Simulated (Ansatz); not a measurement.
# Ru: the cost of one run

Method: DFT PBE, scalar-relativistic, plane waves, PAW, in Ansatz 0.2.0.

### 1 Starting point

It takes space group P6_3/mmc (No. 194, hexagonal). The conventional cell has a = 3.379 Å, b = 3.379 Å, c = 5.576 Å, α = 90.00°, β = 90.00°, γ = 120.00°. Around Ru (site symmetry 3m) lie 4 Ru at 2.07 to 2.09 Å.

Structure file:

```
CELL_PARAMETERS angstrom
3.37932 0.00000 0.00000
-1.68966 2.92657 0.00000
0.00000 0.00000 5.57587
ATOMIC_POSITIONS crystal
Ru 0.33333 0.66667 0.43750
Ru 0.66667 0.33333 0.93750
Ru 0.66667 0.33333 0.56250
Ru 0.33333 0.66667 0.06250
```

This is candidate A: lonsdaleite type (P6_3/mmc, No. 194).

(A quick probe on a coarse mesh, which set the mesh and smearing, is not shown.)

### 3 A loose first relaxation (candidate A)

input.yaml

```yaml
crystal:
  lattice:
    - [3.3793162485, 0.0, 0.0]
    - [-1.6896581242, 2.9265737186, 0.0]
    - [0.0, 0.0, 5.57587181]
  atoms:
    - { symbol: Ru, position: [0.3333333333, 0.6666666667, 0.4375] }
    - { symbol: Ru, position: [0.6666666667, 0.3333333333, 0.9375] }
    - { symbol: Ru, position: [0.6666666667, 0.3333333333, 0.5625] }
    - { symbol: Ru, position: [0.3333333333, 0.6666666667, 0.0625] }
basis:
  ecutwfc: 420
kpoints:
  mp_grid: { grid: [6, 6, 4] }
hamiltonian:
  xc: pbe
scf:
  occupations: { method: gaussian, width: 0.1 }
  lower_state_search: "off"
output:
  forces: true
  stress: true
  eigenvalues: true
relax:
  adjacent_minimum: "off"
  f_tol: 0.04
  max_steps: 70
  cell: { stress_tol: 0.4 }
```

Q: Estimate wall time and peak memory on 1 thread of an x86-64 CPU, shared host.

About 15 s, with a peak of 0.39 GiB.
